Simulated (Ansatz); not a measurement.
# Hf (P6/mmm): energy and pressure against volume

An exercise on one series of results from a longer session: the logs are not shown, and one member is left open.

Computed with Ansatz 0.2.0 (DFT r²SCAN, scalar-relativistic, plane waves, PAW, unless a step's input says otherwise).

## The starting structure

It takes space group P6/mmm (No. 191, hexagonal). The conventional cell has a = 4.973 Å, b = 4.973 Å, c = 3.089 Å, α = 90.00°, β = 90.00°, γ = 120.00°. Hf (site symmetry -6m2) is surrounded by 11 Hf at 2.87 to 3.26 Å. Around Hf (site symmetry 6/mmm) lie 14 Hf at 3.09 to 3.26 Å.

Coordinates:

```cif
data_structure
_symmetry_space_group_name_H-M 'P6/mmm'
_symmetry_Int_Tables_number 191
_cell_length_a 4.9727
_cell_length_b 4.9727
_cell_length_c 3.0887
_cell_angle_alpha 90.000
_cell_angle_beta 90.000
_cell_angle_gamma 120.000
_cell_volume 66.14
loop_
_atom_site_label
_atom_site_type_symbol
_atom_site_symmetry_multiplicity
_atom_site_Wyckoff_symbol
_atom_site_fract_x
_atom_site_fract_y
_atom_site_fract_z
_atom_site_occupancy
Hf1 Hf 2 d 0.66667 0.33333 0.50000 1
Hf2 Hf 1 a 0.00000 0.00000 0.00000 1
```

An earlier run at r²SCAN left this cell at 22.048 Å³/atom and 0.00 GPa (10×10×12 mesh).

The first run:

File input.yaml:

```yaml
crystal:
  lattice:
    - [4.9054982131, 0.0, 0.0]
    - [-2.4527491066, 4.2482860707, 0.0]
    - [0.0, 0.0, 3.0469287923]
  atoms:
    - { symbol: Hf, position: [0.6666666667, 0.3333333333, 0.5] }
    - { symbol: Hf, position: [0.3333333333, 0.6666666667, 0.5] }
    - { symbol: Hf, position: [0.0, 0.0, 0.0] }
basis:
  ecutwfc: 500
  ecutrho_ratio: 4
kpoints:
  mp_grid: { grid: [10, 10, 14] }
hamiltonian:
  xc: r2scan
scf:
  occupations: { method: gaussian, width: 0.05 }
output:
  forces: true
  stress: true
  eigenvalues: true
relax:
  f_tol: 0.01
  max_steps: 40
  cell: { stress_tol: 0.1, fix: [volume] }
```

Launch:

```sh
ansatz run input.yaml --threads 1 --pin off --max-ram 2560MiB --backend cpu --events-out ev --progress --plain --runs-dir out
```

Among the steps run: Volume × 0.96; Volume × 1.04; Volume × 0.92; Volume × 0.88; Volume × 0.84; Volume × 0.8; Volume × 0.76; Volume × 0.72; Volume × 0.68; Volume × 0.64.

One table of the session follows, with a row left open; its other results are not shown here.

```
volume (Å³/atom)  energy above the lowest (meV/atom)  pressure (GPa)
          14.111                              1906.4           107.8
          14.993                              1381.4            83.9
          15.874                                   ?               ?
          16.756                               662.6            49.1
          17.638                               428.1            36.5
          18.520                               256.2            26.3
          19.402                               134.8            17.9
          20.284                                56.2            10.8
          21.166                                13.1             5.0
          22.048                                 0.0             0.0
          22.930                                11.7            -4.1
```

Q: Estimate the row for volume (Å³/atom) = 15.874 from the others.

Worked estimate for «energy above the lowest (meV/atom)». A straight line through the neighbours (14.993, 1381.4) and (16.756, 662.6) gives 1381.4 + (662.6 − 1381.4) × (15.874 − 14.993) / (16.756 − 14.993) = 1022.2; a parabola fitted to 4 rows on both sides gives 973.8.

**Answer.** energy above the lowest (meV/atom): 974.2; pressure (GPa): 64.7. In «energy above the lowest (meV/atom)» the line misses by +48.0 and the parabola by -0.4.

Caveats from the session: The k mesh is not the same at all volumes. Other structures may be lower in enthalpy at these pressures.
